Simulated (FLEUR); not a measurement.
# KF (Carobbiite) (Fm-3m) in FLEUR: further runs, part 3 of 3

FLEUR MaX-R8.1 (patched build s14). The steps go on from the part before.

### Step 5. Density of states, PBE, collinear spin, ferromagnetic start (cell strained at random at fixed volume)

inp.xml

```xml
<?xml version="1.0" encoding="UTF-8" standalone="no"?>
<fleurInput fleurInputVersion="0.39">
   <comment>
      KF                                                                                                  
   </comment>
   <calculationSetup>
      <cutoffs Kmax="3.8" Gmax="11.8" GmaxXC="11.8" numbands="0"/>
      <scfLoop itmax="60" minDistance="0.00001" maxIterBroyd="15" imix="Anderson" alpha="0.05" precondParam="0.0" spinf="2.0"/>
      <coreElectrons ctail="T" frcor="F" kcrel="0" coretail_lmax="0"/>
      <xcFunctional name="pbe" relativisticCorrections="F"/>
      <magnetism jspins="2"/>
      <soc l_soc="F" theta="0.0" phi="0.0" spav="F"/>
      <expertModes spex="0" secvar="F"/>
      <geometryOptimization l_f="F" forcealpha="1.0" forcemix="BFGS" epsdisp="0.00001" epsforce="0.00001"/>
      <ldaU l_linMix="F" mixParam="0.05" spinf="1.0"/>
   </calculationSetup>
   <cell>
      <bzIntegration valenceElectrons="16.0" mode="gauss" fermiSmearingEnergy="0.00183747">
         <kPointListSelection listName="default-1"/>
         <!-- k-points included here -->
         <xi:include xmlns:xi="http://www.w3.org/2001/XInclude" href="kpts.xml"> </xi:include>
      </bzIntegration>
      <!-- symmetry operations included here -->
      <xi:include xmlns:xi="http://www.w3.org/2001/XInclude" href="sym.xml"> </xi:include>
      <bulkLattice scale="1.0">
         <bravaisMatrix>
            <row-1>    0.0386997013056834     5.0411978161557993     5.1272710616790809</row-1>
            <row-2>    4.9700760837303539     0.0184796317724634     5.1474911312123011</row-2>
            <row-3>    4.9887598059242739     5.0801016078829395    -0.0002022006953322</row-3>
         </bravaisMatrix>
      </bulkLattice>
   </cell>
   <atomSpecies>
      <species name="Potassium .501" element="K" atomicNumber="19">
         <mtSphere radius="2.6" gridPoints="859" logIncrement="0.014"/>
         <atomicCutoffs lmax="10" lnonsphr="8"/>
         <electronConfig flipSpins="F">
            <coreConfig>(1s1/2) (2s1/2) (2p1/2) (2p3/2)</coreConfig>
            <valenceConfig>(3s1/2) (3p1/2) (3p3/2) (4s1/2)</valenceConfig>
            <stateOccupation state="(4s1/2)" spinUp="0.7505" spinDown="0.2495"/>
         </electronConfig>
         <energyParameters s="4" p="3" d="3" f="4"/>
         <lo type="SCLO" l="0" n="3" eDeriv="0"/>
         <lo type="HELO" l="1" n="4" eDeriv="0"/>
         <lo type="HELO" l="1" n="4" eDeriv="1"/>
         <lo type="SCLO" l="2" n="3" eDeriv="2"/>
         <lo type="SCLO" l="3" n="4" eDeriv="2"/>
      </species>
      <species name="Fluorine (F)" element="F" atomicNumber="9">
         <mtSphere radius="1.99" gridPoints="659" logIncrement="0.017"/>
         <atomicCutoffs lmax="8" lnonsphr="6"/>
         <electronConfig flipSpins="F">
            <coreConfig>(1s1/2)</coreConfig>
            <valenceConfig>(2s1/2) (2p1/2) (2p3/2)</valenceConfig>
            <stateOccupation state="(2p1/2)" spinUp="0.833333" spinDown="0.833333"/>
            <stateOccupation state="(2p3/2)" spinUp="1.666667" spinDown="1.666667"/>
         </electronConfig>
         <energyParameters s="2" p="2" d="3" f="4"/>
         <lo type="SCLO" l="0" n="2" eDeriv="2"/>
         <lo type="SCLO" l="1" n="2" eDeriv="2"/>
         <lo type="SCLO" l="2" n="3" eDeriv="2"/>
      </species>
   </atomSpecies>
   <atomGroups>
      <atomGroup species="Potassium .501">
         <relPos label="                   1">.0000000000 .0000000000 .0000000000</relPos>
         <force calculate="T" relaxXYZ="TTT"/>
      </atomGroup>
      <atomGroup species="Fluorine (F)">
         <relPos label="                   2">1.000/2.000 1.000/2.000 1.000/2.000</relPos>
         <force calculate="T" relaxXYZ="TTT"/>
      </atomGroup>
   </atomGroups>
   <output dos="F" band="F" slice="F">
      <checks vchk="F" cdinf="F"/>
      <bandDOS minEnergy="-.5*Htr" maxEnergy="0.5*Htr" sigma="0.015" storeEVData="T"/>
      <vacuumDOS vacdos="F" integ="F" star="F" nstars="0" locx1="0.0" locy1="0.0" locx2="0.0" locy2="0.0" nstm="0" tworkf="0.0"/>
      <unfoldingBand unfoldBand="F" supercellX="1" supercellY="1" supercellZ="1"/>
      <plotting iplot="0" polar="F">
         <plot TwoD="T" vec1="  1.0  0.0  0.0" vec2="  0.0  1.0  0.0" vec3="  0.0  0.0  1.0" zero="  0.0  0.0  0.0" file="plot"/>
      </plotting>
      <chargeDensitySlicing numkpt="0" minEigenval="0.0" maxEigenval="0.0" nnne="0" pallst="F"/>
      <specialOutput eonly="F"/>
      <magneticCircularDichroism mcd="F" energyLo="-10.0" energyUp="0.0"/>
   </output>
  <!-- We include the file relax.xml here to enable relaxations (see documentation) -->
  <xi:include xmlns:xi="http://www.w3.org/2001/XInclude" href="relax.xml"> <xi:fallback/> </xi:include>
</fleurInput>
```

crystal.txt

```
KF
&input cartesian=F /
0.0204790000  2.6676870000  2.7132350000
2.6300510000  0.0097790000  2.7239350000
2.6399380000  2.6882740000  -0.0001070000
1.8897261246
1.0 1.0 1.0

2
19 0.0000000000  0.0000000000  0.0000000000 : 0.501
9 0.5000000000  0.5000000000  0.5000000000

&kpt div1=6 div2=6 div3=6 gamma=T /
```

inp.xml (dos)

```
<?xml version="1.0" encoding="UTF-8" standalone="no"?>
<fleurInput fleurInputVersion="0.39">
   <comment>
      KF                                                                                                  
   </comment>
   <calculationSetup>
      <cutoffs Kmax="3.8" Gmax="11.8" GmaxXC="11.8" numbands="0"/>
      <scfLoop itmax="60" minDistance="0.00001" maxIterBroyd="15" imix="Anderson" alpha="0.05" precondParam="0.0" spinf="2.0"/>
      <coreElectrons ctail="T" frcor="F" kcrel="0" coretail_lmax="0"/>
      <xcFunctional name="pbe" relativisticCorrections="F"/>
      <magnetism jspins="2"/>
      <soc l_soc="F" theta="0.0" phi="0.0" spav="F"/>
      <expertModes spex="0" secvar="F"/>
      <geometryOptimization l_f="F" forcealpha="1.0" forcemix="BFGS" epsdisp="0.00001" epsforce="0.00001"/>
      <ldaU l_linMix="F" mixParam="0.05" spinf="1.0"/>
   </calculationSetup>
   <cell>
      <bzIntegration valenceElectrons="16.0" mode="gauss" fermiSmearingEnergy="0.00183747">
         <kPointListSelection listName="default-1"/>
         <!-- k-points included here -->
         <xi:include xmlns:xi="http://www.w3.org/2001/XInclude" href="kpts.xml"> </xi:include>
      </bzIntegration>
      <!-- symmetry operations included here -->
      <xi:include xmlns:xi="http://www.w3.org/2001/XInclude" href="sym.xml"> </xi:include>
      <bulkLattice scale="1.0">
         <bravaisMatrix>
            <row-1>    0.0386997013056834     5.0411978161557993     5.1272710616790809</row-1>
            <row-2>    4.9700760837303539     0.0184796317724634     5.1474911312123011</row-2>
            <row-3>    4.9887598059242739     5.0801016078829395    -0.0002022006953322</row-3>
         </bravaisMatrix>
      </bulkLattice>
   </cell>
   <atomSpecies>
      <species name="Potassium .501" element="K" atomicNumber="19">
         <mtSphere radius="2.6" gridPoints="859" logIncrement="0.014"/>
         <atomicCutoffs lmax="10" lnonsphr="8"/>
         <electronConfig flipSpins="F">
            <coreConfig>(1s1/2) (2s1/2) (2p1/2) (2p3/2)</coreConfig>
            <valenceConfig>(3s1/2) (3p1/2) (3p3/2) (4s1/2)</valenceConfig>
            <stateOccupation state="(4s1/2)" spinUp="0.7505" spinDown="0.2495"/>
         </electronConfig>
         <energyParameters s="4" p="3" d="3" f="4"/>
         <lo type="SCLO" l="0" n="3" eDeriv="0"/>
         <lo type="HELO" l="1" n="4" eDeriv="0"/>
         <lo type="HELO" l="1" n="4" eDeriv="1"/>
         <lo type="SCLO" l="2" n="3" eDeriv="2"/>
         <lo type="SCLO" l="3" n="4" eDeriv="2"/>
      </species>
      <species name="Fluorine (F)" element="F" atomicNumber="9">
         <mtSphere radius="1.99" gridPoints="659" logIncrement="0.017"/>
         <atomicCutoffs lmax="8" lnonsphr="6"/>
         <electronConfig flipSpins="F">
            <coreConfig>(1s1/2)</coreConfig>
            <valenceConfig>(2s1/2) (2p1/2) (2p3/2)</valenceConfig>
            <stateOccupation state="(2p1/2)" spinUp="0.833333" spinDown="0.833333"/>
            <stateOccupation state="(2p3/2)" spinUp="1.666667" spinDown="1.666667"/>
         </electronConfig>
         <energyParameters s="2" p="2" d="3" f="4"/>
         <lo type="SCLO" l="0" n="2" eDeriv="2"/>
         <lo type="SCLO" l="1" n="2" eDeriv="2"/>
         <lo type="SCLO" l="2" n="3" eDeriv="2"/>
      </species>
   </atomSpecies>
   <atomGroups>
      <atomGroup species="Potassium .501">
         <relPos label="                   1">.0000000000 .0000000000 .0000000000</relPos>
         <force calculate="T" relaxXYZ="TTT"/>
      </atomGroup>
      <atomGroup species="Fluorine (F)">
         <relPos label="                   2">1.000/2.000 1.000/2.000 1.000/2.000</relPos>
         <force calculate="T" relaxXYZ="TTT"/>
      </atomGroup>
   </atomGroups>
   <output dos="T" band="F" slice="F">
      <checks vchk="F" cdinf="F"/>
      <bandDOS minEnergy="-0.8*Htr" maxEnergy="0.5*Htr" sigma="0.005" storeEVData="T"/>
      <vacuumDOS vacdos="F" integ="F" star="F" nstars="0" locx1="0.0" locy1="0.0" locx2="0.0" locy2="0.0" nstm="0" tworkf="0.0"/>
      <unfoldingBand unfoldBand="F" supercellX="1" supercellY="1" supercellZ="1"/>
      <plotting iplot="0" polar="F">
         <plot TwoD="T" vec1="  1.0  0.0  0.0" vec2="  0.0  1.0  0.0" vec3="  0.0  0.0  1.0" zero="  0.0  0.0  0.0" file="plot"/>
      </plotting>
      <chargeDensitySlicing numkpt="0" minEigenval="0.0" maxEigenval="0.0" nnne="0" pallst="F"/>
      <specialOutput eonly="F"/>
      <magneticCircularDichroism mcd="F" energyLo="-10.0" energyUp="0.0"/>
   </output>
  <!-- We include the file relax.xml here to enable relaxations (see documentation) -->
  <xi:include xmlns:xi="http://www.w3.org/2001/XInclude" href="relax.xml"> <xi:fallback/> </xi:include>
</fleurInput>
```

Run with:

```
$ inpgen -f crystal.txt -profile fastHighL
$ # inp.xml edited to the form shown
$ fleur
$ # inp.xml edited to the form shown
$ fleur   # second run, on inp.xml (dos)
```

Run time: 1.9 min. Hardware: 1 thread of AMD EPYC 7B13 (Zen 3), shared host; peak memory 0.16 GiB.

The run converged. Its results:

```
Free energy                                           : -19106.1296 eV
Band gap on the k mesh                                : 6.14 eV, direct
Net moment                                            : 0.00 μB per cell
Valence electrons inside the program's atomic spheres : K 7.83; F 6.99 (radii K 2.6, F 1.99 bohr)
```

Levels at points of the mesh, in eV from the valence-band top:
Spin up:
```
           k point  band 5  band 6  band 7  band 8  band 9  band 10  band 11  band 12
(0.00, 0.00, 0.00)   -9.40   -0.05   -0.03    0.00    6.14    10.54    10.62    10.78
(0.00, 0.00, 0.50)   -9.42   -0.82   -0.38   -0.36    9.03    10.55    11.88    12.12
(0.00, 0.50, 0.00)   -9.42   -0.82   -0.39   -0.37    9.05    10.58    11.96    12.07
(0.00, 0.50, 0.50)   -9.62   -0.19   -0.11   -0.09    8.12    10.29    11.94    13.46
(0.50, 0.00, 0.00)   -9.42   -0.82   -0.40   -0.38    9.07    10.60    11.95    12.10
(0.50, 0.00, 0.50)   -9.60   -0.24   -0.11   -0.05    8.19    10.27    11.77    13.47
(0.50, 0.50, 0.00)   -9.58   -0.28   -0.08   -0.05    8.25    10.27    11.61    13.48
(0.50, 0.50, 0.50)   -9.42   -0.82   -0.37   -0.37    9.03    10.55    11.86    12.14
```
Spin down:
| k point | band 5 | band 6 | band 7 | band 8 | band 9 | band 10 | band 11 | band 12 |
| --- | --- | --- | --- | --- | --- | --- | --- | --- |
| (0.00, 0.00, 0.00) | -9.40 | -0.05 | -0.03 | 0.00 | 6.14 | 10.54 | 10.62 | 10.78 |
| (0.00, 0.00, 0.50) | -9.42 | -0.82 | -0.38 | -0.36 | 9.03 | 10.55 | 11.88 | 12.12 |
| (0.00, 0.50, 0.00) | -9.42 | -0.82 | -0.39 | -0.37 | 9.05 | 10.58 | 11.96 | 12.07 |
| (0.00, 0.50, 0.50) | -9.62 | -0.19 | -0.11 | -0.09 | 8.12 | 10.29 | 11.94 | 13.46 |
| (0.50, 0.00, 0.00) | -9.42 | -0.82 | -0.40 | -0.38 | 9.07 | 10.60 | 11.95 | 12.10 |
| (0.50, 0.00, 0.50) | -9.60 | -0.24 | -0.11 | -0.05 | 8.19 | 10.27 | 11.77 | 13.47 |
| (0.50, 0.50, 0.00) | -9.58 | -0.28 | -0.08 | -0.05 | 8.25 | 10.27 | 11.61 | 13.48 |
| (0.50, 0.50, 0.50) | -9.42 | -0.82 | -0.37 | -0.37 | 9.03 | 10.55 | 11.86 | 12.14 |

States per cell in windows of 1 eV (zero at the valence-band top; states under -8 eV left out):
```csv
from (eV),up,down
-8.0,0.00,0.00
-7.0,0.00,0.00
-6.0,0.00,0.00
-5.0,0.00,0.00
-4.0,0.00,0.00
-3.0,0.00,0.00
-2.0,0.00,0.00
-1.0,2.88,2.88
0.0,0.12,0.12
1.0,0.00,0.00
2.0,0.00,0.00
3.0,0.00,0.00
4.0,0.00,0.00
5.0,0.00,0.00
6.0,0.04,0.04
7.0,0.07,0.07
```

Core levels (eV from the Fermi level):
```tsv
atom	levels
1 K	1s1/2 -3512.6, 2s1/2 -344.1, 2p1/2 -272.8, 2p3/2 -269.9
2 F	1s1/2 -650.6
```

### Step 6. The runs side by side

| task | level | spin | cell | k mesh | smearing | inpgen profile | gmax | muffin-tin radii | lmax | max iterations | kmax | other keys | gap on the mesh (eV) | moment (μB) |
| --- | --- | --- | --- | --- | --- | --- | --- | --- | --- | --- | --- | --- | --- | --- |
| band structure | PBE | off | atoms moved at random, drawn with an rms of 0.15 Å | 6 × 6 × 6 | gaussian 0.05 eV | veryFastHighL | 17.5 1/bohr | K 2.36, F 1.81 bohr | K 8, F 6 | 60 | 3.5 1/bohr | - | 6.17 | - |
| band structure | RPBE | collinear, ferromagnetic start | as given | 9 × 9 × 9 | fermi-dirac 0.2 eV | fastHighL | 13 1/bohr | K 2.65, F 2.03 bohr | K 11, F 8 | 80 | 4.2 1/bohr | Kmax = 4.2; alpha = 0.3; minDistance = 0.0001 | 6.70 | 0.00 |
| band structure | LDA (Wigner correlation) | off | as given | 9 × 9 × 9 | fermi-dirac 0.02 eV | fastHighL | 11.8 1/bohr | K 2.65, F 2.03 bohr | K 11, F 8 | 60 | 3.8 1/bohr | - | 5.61 | - |
| density of states | PBE | collinear, ferromagnetic start | cell strained at random at fixed volume | 6 × 6 × 6 | gaussian 0.05 eV | fastHighL | 11.8 1/bohr | K 2.6, F 1.99 bohr | K 10, F 8 | 60 | 3.8 1/bohr | - | 6.14 | 0.00 |

Alike in all rows: potentials or basis all-electron, FLAPW.

Compare energies only between runs with the same functional and basis.
